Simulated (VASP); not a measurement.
# SrO in VASP: one cell, several levels of theory, part 2 of 2

VASP 6.6.1, plane waves, PAW. The steps go on from the part before.

## Step 3: Single point with r2SCAN

INCAR

```
ENCUT = 520.000000
SIGMA = 0.010000
EDIFF = 1.00e-07
ALGO = Normal
METAGGA = R2SCAN
PREC = Accurate
IBRION = -1
ISIF = 2
ISMEAR = 0
NBANDS = 15
NELM = 120
NSW = 0
LASPH = .TRUE.
LCHARG = .FALSE.
LWAVE = .FALSE.
LREAL = .FALSE.
```

KPOINTS

```
KPOINTS created by Atomic Simulation Environment
0
Gamma
8 8 8
0 0 0
```

KPOINTS_OPT

```
special points
7
Reciprocal
0.0000000000 0.0000000000 0.0000000000 1
0.5000000000 0.0000000000 0.5000000000 1
0.6250000000 0.2500000000 0.6250000000 1
0.3750000000 0.3750000000 0.7500000000 1
0.5000000000 0.5000000000 0.5000000000 1
0.5000000000 0.2500000000 0.7500000000 1
0.0000000000 0.5000000000 0.5000000000 1
```

POSCAR

```
Sr O
 1.0000000000000000
     0.0000000000000000    2.5540934026000000    2.5938804082000000
     2.5540934026000000    0.0000000000000000    2.5938804082000000
     2.5540934026000000    2.5540934026000000    0.0000000000000000
 Sr  O
   1   1
Cartesian
  0.0000000000000000  0.0000000000000000  0.0000000000000000
  2.5540934026000000  2.5540934026000000  2.5938804082000000
```

Started as:

```
$ mpirun -np 1 vasp_std
```

Printed to the terminal (iteration lines stand in OSZICAR):

```text
POSCAR found type information on POSCAR SrO
 POSCAR found :  2 types and       2 ions
 -----------------------------------------------------------------------------
|                                                                             |
|                                                                             |
|     You enforced a specific xc type in the INCAR file but a different       |
|     I HOPE YOU KNOW WHAT YOU ARE DOING!                                     |
|                                                                             |
 -----------------------------------------------------------------------------

 LDA part: xc-table for (None), standard interpolation
 POSCAR, INCAR and KPOINTS ok, starting setup
 FFT: planning ... GRIDC
 FFT: planning ... GRID_SOFT
 FFT: planning ... GRID
 WAVECAR not read
 entering main loop
 Start KPOINTS_OPT (optional k-point list driver)
k-point batch [1-7\7]
```

OSZICAR:

```text
N       E                     dE             d eps       ncg     rms          rms(c)
DAV:   1     0.480046032129E+02    0.48005E+02   -0.87041E+03  1770   0.107E+03
DAV:   2    -0.314082600398E+02   -0.79413E+02   -0.73624E+02  2403   0.225E+02
DAV:   3    -0.346547811108E+02   -0.32465E+01   -0.32257E+01  2385   0.406E+01
DAV:   4    -0.347212172879E+02   -0.66436E-01   -0.66427E-01  2061   0.581E+00
DAV:   5    -0.347230049324E+02   -0.17876E-02   -0.17876E-02  2243   0.798E-01    0.162E+01
DAV:   6    -0.269097472875E+02    0.78133E+01   -0.45033E+00  2470   0.170E+01    0.153E+01
DAV:   7    -0.270335290000E+02   -0.12378E+00   -0.18503E-01  1791   0.388E+00    0.866E+00
DAV:   8    -0.270521814186E+02   -0.18652E-01   -0.88848E-02  1798   0.313E+00    0.832E-01
DAV:   9    -0.270485951228E+02    0.35863E-02   -0.17266E-02  2260   0.124E+00    0.247E-01
DAV:  10    -0.270486629594E+02   -0.67837E-04   -0.16278E-03  1903   0.406E-01    0.126E-01
DAV:  11    -0.270488509993E+02   -0.18804E-03   -0.30888E-04  1770   0.174E-01    0.731E-02
DAV:  12    -0.270488501856E+02    0.81371E-06   -0.28183E-05  2274   0.443E-02    0.188E-02
DAV:  13    -0.270488482386E+02    0.19469E-05   -0.70627E-06  2260   0.261E-02    0.125E-02
DAV:  14    -0.270488476431E+02    0.59550E-06   -0.64655E-07  2085   0.746E-03    0.384E-03
DAV:  15    -0.270488474330E+02    0.21016E-06   -0.61433E-08  1011   0.228E-03    0.234E-03
DAV:  16    -0.270488474027E+02    0.30255E-07   -0.22841E-08   976   0.133E-03
   1 F= -.27048847E+02 E0= -.27048847E+02  d E =-.176652E-17
       N       E                     dE             ncg
DAV:   1     0.380753444939E+03   -0.46979E+04      210
DAV:   2    -0.125470799639E+03   -0.50622E+03      273
DAV:   3    -0.144623188933E+03   -0.19152E+02      305
DAV:   4    -0.144964460277E+03   -0.34127E+00      238
DAV:   5    -0.144974748486E+03   -0.10288E-01      245
DAV:   6    -0.144975125297E+03   -0.37681E-03      245
DAV:   7    -0.144975139315E+03   -0.14019E-04      266
DAV:   8    -0.144975139835E+03   -0.52000E-06      178
DAV:   9    -0.144975139852E+03   -0.16373E-07      161
```

From OUTCAR:

```text
k-points           NKPTS =     59   k-points in BZ     NKDIM =     59   number of bands    NBANDS=     15

   NELECT =      16.0000    total number of electrons

   dimension x,y,z NGX =    28 NGY =   28 NGZ =   28
   dimension x,y,z NGXF=    56 NGYF=   56 NGZF=   56

  energy-cutoff  :      520.00
  volume of cell :       33.84
      direct lattice vectors                 reciprocal lattice vectors
     0.000000000  2.554093403  2.593880408    -0.195764180  0.195764180  0.192761393
     2.554093403  0.000000000  2.593880408     0.195764180 -0.195764180  0.192761393
     2.554093403  2.554093403  0.000000000     0.195764180  0.195764180 -0.192761393

 k-points in reciprocal lattice and weights: KPOINTS created by Atomic Simulation Env
   0.00000000  0.00000000  0.00000000       0.002
   0.12500000  0.00000000  0.00000000       0.016
   0.25000000  0.00000000  0.00000000       0.016
   0.37500000  0.00000000  0.00000000       0.016
   0.50000000  0.00000000  0.00000000       0.008
   0.12500000  0.12500000  0.00000000       0.004
   0.25000000  0.12500000  0.00000000       0.016
   0.37500000  0.12500000  0.00000000       0.016
[... 51 more k-points ...]

 E-fermi :   1.4353

 k-point     1 :       0.0000    0.0000    0.0000
  band No.  band energies     occupation
      1     -32.0927      2.00000
      2     -14.6715      2.00000
      3     -13.1210      2.00000
      4     -13.1070      2.00000
      5     -13.1070      2.00000
      6       1.3263      2.00000
      7       1.3804      2.00000
      8       1.3804      2.00000
      9       6.0475      0.00000
     10       8.0738      0.00000
     11       8.1901      0.00000
     12       8.1901      0.00000
     13      10.3836      0.00000
     14      10.5884      0.00000
     15      14.6862      0.00000

 k-point     2 :       0.1250    0.0000    0.0000
  band No.  band energies     occupation
      1     -32.0722      2.00000
      2     -14.9628      2.00000
      3     -13.1308      2.00000
      4     -13.1165      2.00000
      5     -12.8695      2.00000
      6       0.9338      2.00000
      7       1.1542      2.00000
      8       1.1816      2.00000
      9       6.7318      0.00000
     10       7.9867      0.00000
     11       8.4346      0.00000
     12       8.4983      0.00000
     13      10.7973      0.00000
     14      11.0088      0.00000
     15      15.7124      0.00000

 k-point     3 :       0.2500    0.0000    0.0000
  band No.  band energies     occupation
      1     -32.0221      2.00000
      2     -15.4818      2.00000
      3     -13.1633      2.00000
      4     -13.1393      2.00000
      5     -12.4715      2.00000
      6       0.1283      2.00000
      7       0.7346      2.00000
      8       0.7491      2.00000
      9       7.9150      0.00000
     10       8.2777      0.00000
     11       9.2968      0.00000
     12       9.3377      0.00000
     13      11.8383      0.00000
     14      12.0599      0.00000
     15      17.7634      0.00000

 k-point     4 :       0.3750    0.0000    0.0000
  band No.  band energies     occupation
      1     -31.9713      2.00000
      2     -15.8898      2.00000
      3     -13.1954      2.00000
      4     -13.1616      2.00000
      5     -12.1849      2.00000
      6      -0.5214      2.00000
      7       0.3660      2.00000
      8       0.3676      2.00000
      9       8.2447      0.00000
     10       9.8029      0.00000
     11      10.3521      0.00000
     12      10.3719      0.00000
     13      13.1356      0.00000
     14      13.3443      0.00000
     15      17.7950      0.00000

 k-point     5 :       0.5000    0.0000    0.0000
  band No.  band energies     occupation
      1     -31.9500      2.00000
      2     -16.0407      2.00000
      3     -13.2086      2.00000
      4     -13.1706      2.00000
      5     -12.0841      2.00000
      6      -0.7633      2.00000
      7       0.2212      2.00000
      8       0.2247      2.00000
      9       8.4932      0.00000
     10      10.4764      0.00000
     11      10.8633      0.00000
     12      10.8833      0.00000
     13      13.9967      0.00000
     14      14.1749      0.00000
     15      17.2416      0.00000

 k-point     6 :       0.1250    0.1250    0.0000
  band No.  band energies     occupation
      1     -32.0665      2.00000
      2     -14.9644      2.00000
      3     -13.1590      2.00000
      4     -13.1590      2.00000
      5     -12.8514      2.00000
      6       0.6164      2.00000
      7       1.3190      2.00000
      8       1.3190      2.00000
      9       6.8477      0.00000
     10       7.4005      0.00000
     11       8.8412      0.00000
     12       8.8412      0.00000
     13      10.7963      0.00000
     14      11.1445      0.00000
     15      15.9744      0.00000

 k-point     7 :       0.2500    0.1250    0.0000
  band No.  band energies     occupation
      1     -32.0272      2.00000
      2     -15.2976      2.00000
      3     -13.2050      2.00000
      4     -13.1929      2.00000
      5     -12.6379      2.00000
      6       0.1395      2.00000
      7       1.0083      2.00000
      8       1.1024      2.00000
      9       7.1417      0.00000
     10       7.8906      0.00000
     11       9.5311      0.00000
     12       9.6734      0.00000
     13      11.4049      0.00000
     14      11.9884      0.00000
     15      17.7102      0.00000

 k-point     8 :       0.3750    0.1250    0.0000
  band No.  band energies     occupation
      1     -31.9769      2.00000
      2     -15.6823      2.00000
      3     -13.2486      2.00000
      4     -13.2277      2.00000
      5     -12.4046      2.00000
      6      -0.2372      2.00000
      7       0.5240      2.00000
      8       0.7040      2.00000
      9       7.5358      0.00000
     10       9.1380      0.00000
     11      10.4856      0.00000
     12      10.6452      0.00000
     13      12.6560      0.00000
     14      12.9742      0.00000
     15      17.9633      0.00000

[... the tables of k-points 9 to 59 left out ...]

  Total        0.5936111      0.5936111      0.1051680      0.0000000      0.0000000      0.0000000
  in kB       28.1034170     28.1034170      4.9789829      0.0000000      0.0000000      0.0000000
  external PRESSURE =      20.3952723 kB  Pullay stress =       0.0000000 kB

 POSITION                                       TOTAL-FORCE (eV/Angst)
 -----------------------------------------------------------------------------------
      0.00000      0.00000      0.00000        -0.000000      0.000000      0.000000
      2.55409      2.55409      2.59388         0.000000     -0.000000     -0.000000
 -----------------------------------------------------------------------------------
    total drift:                                0.000000      0.000000      0.000000

  FREE ENERGIE OF THE ION-ELECTRON SYSTEM (eV)
  ---------------------------------------------------
  free  energy   TOTEN  =       -27.0488474027 eV

  energy  without entropy=      -27.0488474027  energy(sigma->0) =      -27.04884740
```

It took 93 s on 1 MPI rank of Intel Xeon Platinum 8488C, shared host; peak memory 0.2 GiB.

The levels at the points of KPOINTS_OPT are read from vasprun.xml.

Near the gap, in eV above the top of the last filled band v; c is the band after it:

| point | v−1 | v | c | c+1 |
| --- | --- | --- | --- | --- |
| Γ | 0.00 | 0.00 | 4.67 | 6.69 |
| X | -0.14 | -0.08 | 3.70 | 8.53 |
| U | -0.59 | -0.45 | 5.24 | 8.51 |
| K | -0.59 | -0.55 | 5.33 | 8.52 |
| L | -1.16 | -1.16 | 7.11 | 9.10 |
| W | -0.51 | -0.42 | 6.57 | 6.62 |

r2SCAN gives an indirect gap of 3.70 eV, from Γ to X; the least direct gap is 3.78 eV. The pressure is 2.04 GPa; the forces vanish within 0.01 eV/Å.

## Step 4: Summary

This closing draws on all 2 parts.

| level | gap (eV) | pressure (GPa) |
| --- | --- | --- |
| PBE | 3.23 | 3.86 |
| r2SCAN | 3.70 | 2.04 |

The gap spans 3.23 eV (PBE) to 3.70 eV (r2SCAN). The pressure is highest with PBE (3.9 GPa) and lowest with r2SCAN (2.0 GPa), which orders the cells that they would relax to.
